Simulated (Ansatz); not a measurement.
MnO: relaxation of cell and atoms with PBE0

Crystal: MnO.

```
Mn O
1.0
     0.00000    2.43651    2.43651
     2.43651    0.00000    2.43651
     2.43651    2.43651    0.00000
Mn O
1 1
Direct
  0.00000 0.00000 0.00000
  0.25000 0.25000 0.25000
```

Measurements of this composition are mostly on another form, of space group No. 225.

| Item | Value |
| --- | --- |
| Program | Ansatz 0.2.0 |
| Task | relaxation of cell and atoms |
| Functional | PBE0 |
| Potentials or basis | Ansatz PAW |
| Cutoff | 420 eV (not typed: the program's choice for these potentials) |
| k mesh | 5 × 5 × 5 |
| Occupations | fermi-dirac, width 0.05 eV |
| Spin | collinear spin, ferromagnetic start |
| Starting moments | [4.0, 0.0] μB |

- Relaxed volume: 13.70 Å³/atom
- Relaxed cell: a = 3.384 Å, b = 3.384 Å, c = 3.384 Å, α = 60.00°, β = 60.00°, γ = 60.00°
- Space group after relaxing (to 0.05 Å): F-43m (No. 216)
- Energy gained by relaxing: 15.0 meV/atom
- Ionic steps: 7
- Pressure after relaxing: 0.0 GPa
- Band gap on the k mesh: 1.00 eV, direct
- Net moment: 5.00 μB per cell
- Absolute moment: 5.00 μB per cell
- Site moments: Mn +4.11; O +0.18 μB

The path:
```csv
step,energy change (eV),largest force (eV/Å),volume (Å³)
1,0.0000,0.0000,28.93
2,-0.0299,0.0000,27.85
3,-0.0338,0.0000,27.39
4,-0.0338,0.0000,27.43
5,-0.0299,0.0000,27.43
6,-0.0300,0.0000,27.40
7,-0.0300,0.0000,27.40
```

Final structure:
```yaml
crystal:
  lattice:
    - [0.00000, 2.39266, 2.39266]
    - [2.39266, 0.00000, 2.39266]
    - [2.39266, 2.39266, 0.00000]
  atoms:
    - { symbol: Mn, position: [0.00000, 0.00000, 0.00000] }
    - { symbol: O, position: [0.25000, 0.25000, 0.25000] }
```

Levels at points of the mesh, in eV from the valence-band top:
Spin up:
```
           k point  band 9  band 10  band 11  band 12  band 13  band 14  band 15  band 16  band 17
(0.00, 0.00, 0.00)   -3.51    -3.51     0.00     0.00     0.00     1.00    14.97    14.97    14.97
```
Spin down:
| k point | band 6 | band 7 | band 8 | band 9 | band 10 | band 11 |
| --- | --- | --- | --- | --- | --- | --- |
| (0.00, 0.00, 0.00) | -4.22 | -4.22 | -4.22 | 2.34 | 5.86 | 5.86 |

Run time: 4 min on 1 × NVIDIA H100 80GB HBM3 with 2 threads of AMD EPYC 7R13 Processor (Zen 3), on a shared host, peak memory 1.6 GiB.

Caveat: the k mesh is coarse (spacing up to 0.45 Å⁻¹), so the values aren't converged, least of all with exact exchange; the magnetic or orbital state may not be the lowest; odd divisions of the mesh miss points on the zone boundary, where band edges often lie, so the gap on the mesh can be too wide; the plane-wave basis is chosen anew once the cell has moved, so the energies of steps on either side of that aren't comparable; the pressure holds a Pulay correction of +0.5 GPa for the finite cutoff; a cell with one magnetic atom can't hold antiferromagnetic order, which such compounds often take; the PAW data sets come from PBE, with cores solved anew for the run's functional, which leaves a small shift of forces and pressure.
